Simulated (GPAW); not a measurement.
A run of GPAW 26.7.0 is set up as follows.

The input run.py:

```python
import numpy as np
from ase import Atoms
from ase.dft.bandgap import bandgap
from ase.io import write
from ase.units import GPa
from gpaw import GPAW, PW
from gpaw.spinorbit import soc_eigenstates

atoms = Atoms(['Ba', 'S'],
              cell=[[0.0, 3.19375, 3.19375],
                    [3.19375, 0.0, 3.19375],
                    [3.19375, 3.19375, 0.0]],
              scaled_positions=[[0.0, 0.0, 0.0],
                                [0.5, 0.5, 0.5]],
              pbc=True)

calc = GPAW(mode=PW(600),
            xc='PBE',
            kpts={'size': (5, 5, 5), 'gamma': True},
            occupations={'name': 'fermi-dirac', 'width': 0.05},
            nbands=16,
            convergence={'density': 1e-05, 'energy': 1e-05},
            maxiter=150,
            txt='gpaw.txt')
atoms.calc = calc
energy = atoms.get_potential_energy()
forces = atoms.get_forces()
stress = atoms.get_stress()
calc.write('gs.gpw')
write('result.traj', atoms)
print(f'Energy: {energy:.6f} eV')
print('Forces (eV/A):')
print(forces.round(4))
print('Stress (GPa):', (stress / GPa).round(3))
print('Fermi level:', round(calc.get_fermi_level(), 4), 'eV')
print(f'Gap: {bandgap(calc)[0]:.4f} eV, direct: {bandgap(calc, direct=True)[0]:.4f} eV')

path = atoms.cell.bandpath('GXWKGLUWLK,UX', npoints=80, eps=1e-4)
bs_calc = calc.fixed_density(kpts=path, symmetry='off', nbands=29,
                             convergence={'bands': 'CBM+6.0', 'eigenstates': 1e-6}, txt='bands.txt')
bs = bs_calc.band_structure()
bs.write('bs.json')
print(f'Gap on the path: {bandgap(bs_calc)[0]:.4f} eV')

soc = soc_eigenstates(bs_calc, theta=90, phi=0)
np.savetxt('soc_bands.dat', soc.eigenvalues(), fmt='%.4f')
mesh = soc_eigenstates('gs.gpw', theta=90, phi=0)
np.savetxt('soc_mesh.dat', mesh.eigenvalues(), fmt='%.4f')
print('Fermi level with spin-orbit coupling:', round(mesh.fermi_level, 4), 'eV')
```

Potentials or basis: GPAW PAW data sets (gpaw-data 1.2.1), pw.

Launch:

```bash
$ OMP_NUM_THREADS=1 python run.py
```

Task: Predict the pressure.

Result: 1.2 GPa.

Task: What does it give for the band gap along the path?

Result: 2.08 eV, indirect (least direct gap 2.16 eV).

Task: Estimate the band gap on the k mesh.

Result: 2.19 eV, indirect (least direct gap 2.30 eV).

Levels at the corners of the path, in eV from the valence-band top:
```csv
point,band 12,band 13,band 14,band 15,band 16,band 17,band 18,band 19,band 20,band 21
Γ,-0.15,0.00,0.00,0.00,0.00,3.57,3.57,3.81,3.81,3.81
X,-0.58,-0.23,-0.23,-0.09,-0.09,2.08,2.08,5.89,5.89,5.99
W,-1.16,-0.60,-0.60,-0.44,-0.44,4.22,4.22,4.26,4.26,6.25
K,-1.00,-0.65,-0.65,-0.55,-0.55,3.25,3.25,5.91,5.91,6.54
Γ,-0.15,0.00,0.00,0.00,0.00,3.57,3.57,3.81,3.81,3.81
L,-1.97,-1.14,-1.14,-1.10,-1.10,5.51,5.51,5.62,5.63,6.24
U,-1.00,-0.65,-0.65,-0.55,-0.55,3.25,3.25,5.91,5.91,6.54
W,-1.16,-0.60,-0.60,-0.44,-0.44,4.22,4.22,4.26,4.26,6.25
L,-1.97,-1.14,-1.14,-1.10,-1.10,5.51,5.51,5.62,5.63,6.24
K,-1.00,-0.65,-0.65,-0.55,-0.55,3.25,3.25,5.91,5.91,6.54
U,-1.00,-0.65,-0.65,-0.55,-0.55,3.25,3.25,5.91,5.91,6.54
X,-0.58,-0.23,-0.23,-0.09,-0.09,2.08,2.08,5.89,5.89,5.99
```

Caveat: spin-orbit coupling was added after a scalar SCF, so levels and gaps hold it while energy, forces, pressure and moments don't; this program's spin-orbit splittings come out too wide for heavy elements; the mesh misses the band edges, which the band path finds closer together.

**What was measured.**

A printed reference work, monograph, original work of 1988 reports, for a bulk crystal of BaS at 2 K: band gap 3.806 eV (indirect).

A measured gap of BaS is 3.806 eV (indirect; 2 K; a printed reference work, monograph, original work of 1988); the calculated 2.08 eV misses it by -1.73 eV. The value is that of PBE, without temperature or zero-point motion. Semilocal functionals fall short of measured gaps as a rule.
